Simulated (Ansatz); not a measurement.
## Cu₂O, space group Pn-3m: a convergence test of the plane-wave cutoff, step by step

Program: Ansatz 0.2.0, Python API.

Notebook, run cell by cell (the value of a cell's last expression is shown):

In [1]:
```python
import warnings

import ansatz as az
import pandas as pd
```

In [2]:
```python
warnings.simplefilter("ignore", az.DeckWarning)
```

In [3]:
```python
lattice = az.Lattice.of(
    (4.26, 0.0, 0.0),
    (0.0, 4.26, 0.0),
    (0.0, 0.0, 4.26),
)
sites = [
    ("Cu", (0.25, 0.25, 0.25)),
    ("Cu", (0.25, 0.75, 0.75)),
    ("Cu", (0.75, 0.75, 0.25)),
    ("Cu", (0.75, 0.25, 0.75)),
    ("O", (0.0, 0.0, 0.0)),
    ("O", (0.5, 0.5, 0.5)),
]
cell = az.Crystal(lattice=lattice)
for symbol, position in sites:
    cell = cell.atom(symbol, position)
```

In [4]:
```python
[site.symbol for site in cell.resolved().sites]
```
Out [4]:
```text
['Cu', 'Cu', 'Cu', 'Cu', 'O', 'O']
```

In [5]:
```python
base = (
    cell.calculation()
    .occupations("Fixed")
    .kpoints(4, 4, 4)
    .functional("pbe", dispersion="d3bj")
    .band_table()  # levels at the mesh points
)
```

In [6]:
```python
rows = []
for value in [250, 325, 400, 475, 550]:
    summary = base.basis(value).run(threads=1, backend="cpu").report
    rows.append((value, summary["free_energy_ev"] / len(summary["lattice"]["sites"]), summary["n_iterations"], summary["gap_by_band_count_ev"], summary["n_pw"]))
```

In [7]:
```python
table = pd.DataFrame(rows, columns=["cutoff (eV)", "F/atom (eV)", "iterations", "gap by band count (eV)", "plane waves"])
table.round(5)
```
Out [7]:
```text
   cutoff (eV)  F/atom (eV)  iterations  gap by band count (eV)  plane waves
0          250  -4603.64054           9                 0.54727          739
1          325  -4605.68837           8                 0.52299         1021
2          400  -4605.79858           7                 0.53359         1365
3          475  -4605.80500           7                 0.53463         1839
4          550  -4605.80596           7                 0.53474         2301
```

In [8]:
```python
# differences from the last row
for row in rows[:-1]:
    shift = 1000 * (row[1] - rows[-1][1])
    print(f"{row[0]}: {shift:+.2f} meV/atom" + ("  (within 2 meV)" if abs(shift) < 2 else ""))
```
```text
250: +2165.41 meV/atom
325: +117.59 meV/atom
400: +7.37 meV/atom
475: +0.96 meV/atom  (within 2 meV)
```

From 475 eV on it stays within 2 meV an atom of the value at 550 eV; the first row (250 eV) is off by 2165.4 meV and the last but one by 0.96 meV. The energy falls steadily, as expected when plane waves are added.

Caveats:
- No spin polarisation was allowed.
- Semilocal gaps usually lie well under measured ones.
- Of the deposited cell: the entry's cell lengths or inner coordinates differ somewhat from later room-temperature determinations.
- Without a Hubbard U or exact exchange, semilocal functionals often make such 3d compounds metallic or too weakly gapped.
- The starting cell is as deposited in a crystallographic database; the results hold for this polymorph, which needn't be the stable one.
- Levels are Kohn-Sham eigenvalues on this mesh.
- Shifts are counted from the last row, which is itself no proven limit.
- The script silences the warnings on its input, which a real study should read.
- Hardware and time: 9.5 s on 1 thread of Arm Neoverse V2, on a shared host, peak memory 0.47 GiB.
